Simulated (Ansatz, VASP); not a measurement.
# TaN in VASP and in Ansatz

Contents of INCAR:

```
PREC = Accurate
ENCUT = 520
EDIFF = 1E-6
ISMEAR = -1
SIGMA = 0.05
LREAL = F
LASPH = T
NELM = 150
ALGO = Normal
ISIF = 2
LWAVE = F
LCHARG = F
LMAXMIX = 4
LDAU = T
LDAUTYPE = 2
LDAUL = 2 -1
LDAUU = 8 0
LDAUJ = 0 0
LDAUPRINT = 1
GGA = CA
NBANDS = 15
```

File KPOINTS:

```
regular mesh
0
Gamma
  10 10 9
```

Contents of POSCAR:

```
TaN
1.0
    2.9380000000      0.0000000000      0.0000000000
   -1.4690000000      2.5443826363      0.0000000000
    0.0000000000      0.0000000000      2.8830000000
Ta N
1 1
Direct
    0.0000000000      0.0000000000      0.5000000000
    0.6666666667      0.3333333333      0.0000000000
```

The input input.yaml:

```yaml
crystal:
  lattice:
    - [2.938, 0.0, 0.0]
    - [-1.469, 2.5443826363, 0.0]
    - [0.0, 0.0, 2.883]
  atoms:
    - { symbol: Ta, position: [0.0, 0.0, 0.5] }
    - { symbol: "N", position: [0.6666666667, 0.3333333333, 0.0] }
hamiltonian:
  xc: lda
  pseudopotentials: { kind: paw }
  hubbard: { sites: [{ species: Ta, l: d, u_eff: 8.0 }] }
kpoints:
  mp_grid: { grid: [10, 10, 9] }
  band_path:
    path:
      - [[0.0, 0.0, 0.0], [0.5, 0.0, 0.0], [0.3333333333, 0.3333333333, 0.0], [0.0, 0.0, 0.0], [0.0, 0.0, 0.5], [0.5, 0.0, 0.5], [0.3333333333, 0.3333333333, 0.5], [0.0, 0.0, 0.5]]
      - [[0.5, 0.0, 0.5], [0.5, 0.0, 0.0]]
      - [[0.3333333333, 0.3333333333, 0.0], [0.3333333333, 0.3333333333, 0.5]]
    npoints: 14
scf:
  occupations: { method: fermi_dirac, width: 0.05 }
  n_extra_bands: 6
output:
  forces: true
  stress: true
  eigenvalues: true
  fatbands: false
```

Alike in both runs: functional LDA; k mesh 10 × 10 × 9; occupations fermi-dirac, width 0.05 eV; no spin polarisation; Hubbard terms Ta d U = 8.0 eV.

|  | VASP | Ansatz |
| --- | --- | --- |
| version | VASP 6.6.1 | Ansatz 0.2.0 |
| potentials or method | VASP PAW LDA potentials, release 64 (Ta_pv, N) | Ansatz PAW |
| plane-wave cutoff (eV) | 520 | 420 |
| valence electrons in the cell | 16 | 18 |
| task | single point | band structure |

Ansatz gave:

```
gap on the k mesh at the Fermi level (eV)       : none
pressure (GPa)                                  : -3.0
largest component of the traceless stress (GPa) : 5.37
```

Task: Which values does VASP return?

Result: gap on the k mesh at the Fermi level (eV): none; pressure (GPa): 17.1; largest component of the traceless stress (GPa): 0.88.

The programs project onto different local orbitals, so the same U acts differently. A gap of «none» marks a metal or a gap that the smearing closes. The two sets of potentials don't hold the same shells in valence.

Caveats: U without spin polarisation on a metal has little footing; the pressure holds a Pulay correction of +0.6 GPa for the finite cutoff (Ansatz); spin-orbit coupling is left out, which moves the levels of the heavy elements (Ansatz); the PAW data sets come from PBE, with cores solved anew for the run's functional, which leaves a small shift of forces and pressure (Ansatz). The runs have no spin-orbit coupling, so splittings on Ta are missing.
